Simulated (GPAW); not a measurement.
Runs of GPAW 26.7.0 on W. It takes space group Fm-3m (No. 225, cubic). The conventional cell has a = 4.060 Å, b = 4.060 Å, c = 4.060 Å, α = 90.00°, β = 90.00°, γ = 90.00°. W (site symmetry m-3m) has 12 W at 2.87 Å as nearest neighbours. This isn't the form of W at room conditions, which is bcc.

```csv
task,level,spin,cell,k mesh,optimizer,fmax,max steps,convergence,band path,gap on the mesh (eV),pressure (GPa),relaxed volume (Å³/atom)
relaxation of cell and atoms,PBE,off,relaxed,8 × 8 × 8,BFGS,0.02 eV/Å,60,density=1e-05 forces=0.0001,-,none,0.0,16.46
band structure,PBE,off,as given,8 × 8 × 8,-,-,-,-,"GXWKGLUWLK,UX",-,-4.6,-
band structure,PBE,"SOC, no magnetisation",as given,8 × 8 × 8,-,-,-,-,"GXWKGLUWLK,UX",-,-4.6,-
relaxation of cell and atoms,r2SCAN+D3(BJ),off,relaxed,11 × 11 × 11,BFGS,0.02 eV/Å,60,density=1e-05 forces=0.0001,-,none,-0.2,16.08
relaxation of cell and atoms,r2SCAN+D4,off,relaxed,11 × 11 × 11,BFGS,0.02 eV/Å,60,density=1e-05 forces=0.0001,-,none,-0.1,(a)
relaxation of cell and atoms,r2SCAN,off,relaxed,11 × 11 × 11,BFGS,0.02 eV/Å,60,density=1e-05 forces=0.0001,-,none,-0.1,16.25
```

Alike in all rows: potentials or basis GPAW PAW data sets (gpaw-data 1.2.1), pw; cutoff (eV) 600; smearing fermi-dirac 0.05 eV.

**Question.** Fill in the values left out.

**Answer.** (a) 16.16.

Caveats: later steps reuse the first step's grids (some runs); the PAW data sets were made with another functional, which shifts forces and pressure a little (some runs); pairwise dispersion overbinds metals, which lowers pressure and volume (some runs); spin-orbit coupling is left out, which moves the levels of the heavy elements (some runs); spin-orbit coupling was added after a scalar SCF, so levels and gaps hold it while energy, forces, pressure and moments don't (some runs); this program's spin-orbit splittings come out too wide for heavy elements (some runs).

A k mesh can miss the band edges, and rows without SOC leave out spin-orbit coupling on W.

A gap of «none» marks a metal or a gap under the smearing width.
